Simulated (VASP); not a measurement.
The system is HfH2.

```
Hf H
1.0
    -1.73900    1.73900    2.18050
     1.73900   -1.73900    2.18050
     1.73900    1.73900   -2.18050
Hf H
1 2
Direct
  0.00000 0.00000 0.00000
  0.75000 0.25000 0.50000
  0.25000 0.75000 0.50000
```

* Program: VASP 6.6.1
* Task: relaxation of cell and atoms
* Functional: PBEsol
* Potentials or basis: VASP PAW PBE potentials, release 64 (Hf_pv, H)
* Cutoff: 600 eV
* k mesh: 16 × 16 × 16
* Occupations: methfessel-paxton, width 0.1 eV
* Spin: no spin polarisation

At the start: pressure -5.6 GPa; volume 8.79 Å³/atom.

Q: Where does the relaxation end?

A: Over 5 steps the energy falls by 6.8 meV/atom and the volume is 8.45 Å³/atom (-3.9 %); space group I4/mmm (No. 139, to 0.05 Å).

Step by step:
```tsv
step	energy change (eV)	largest force (eV/Å)	pressure (GPa)	volume (Å³)
1	0.0000	0.0000	-5.63	26.38
2	-0.0182	0.0000	1.05	25.22
3	-0.0186	0.0000	0.09	25.36
4	-0.0193	0.0000	0.08	25.36
5	-0.0203	0.0000	0.02	25.34
```

Final structure:
```
CELL_PARAMETERS angstrom
-1.72758 1.72758 2.12251
1.72758 -1.72758 2.12251
1.72758 1.72758 -2.12251
ATOMIC_POSITIONS crystal
Hf 0.00000 0.00000 0.00000
H 0.75000 0.25000 0.50000
H 0.25000 0.75000 0.50000
```

Caveat: the PAW data sets were made with another functional, which shifts forces and pressure a little.
